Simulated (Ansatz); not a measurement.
Here is an Ansatz 0.2.0 calculation.

The input input.yaml:

```yaml
crystal:
  lattice:
    - [3.1967, 0.0, 0.0]
    - [-1.59835, 2.7684234083, 0.0]
    - [0.0, 0.0, 5.0578]
  atoms:
    - { symbol: Hf, position: [0.6666666667, 0.3333333333, 0.75] }
    - { symbol: Hf, position: [0.3333333333, 0.6666666667, 0.25] }
kpoints:
  mp_grid: { grid: [10, 10, 5] }
  band_path:
    path:
      - [0.0, 0.0, 0.0]
      - [0.5, 0.0, 0.0]
      - [0.3333333333, 0.3333333333, 0.0]
      - [0.0, 0.0, 0.0]
      - [0.0, 0.0, 0.5]
      - [0.5, 0.0, 0.5]
      - [0.3333333333, 0.3333333333, 0.5]
      - [0.0, 0.0, 0.5]
    npoints: 10
scf:
  occupations: { method: fermi_dirac, width: 0.05 }
hamiltonian:
  xc: blyp
  pseudopotentials: { kind: all_electron, lapw: { basis_error: 0.001 } }
output:
  forces: true
  stress: true
  eigenvalues: true
```

Potentials or basis: all-electron LAPW, scalar-relativistic.

The run is started by

```bash
$ ansatz run input.yaml --threads 1 --pin off --max-ram 3072MiB --backend cpu --events-out ev --progress --plain --runs-dir out
```

**Question.** Predict the pressure.

**Answer.** 3.4 GPa.

**Question.** Estimate the band gap along the path.

**Answer.** None (metal or under the smearing width).

Stress tensor (GPa, compression positive):
```
3.46 0.00 0.00
0.00 3.46 0.00
0.00 0.00 3.26
```

Caveat: spin-orbit coupling is left out, which moves the levels of the heavy elements.
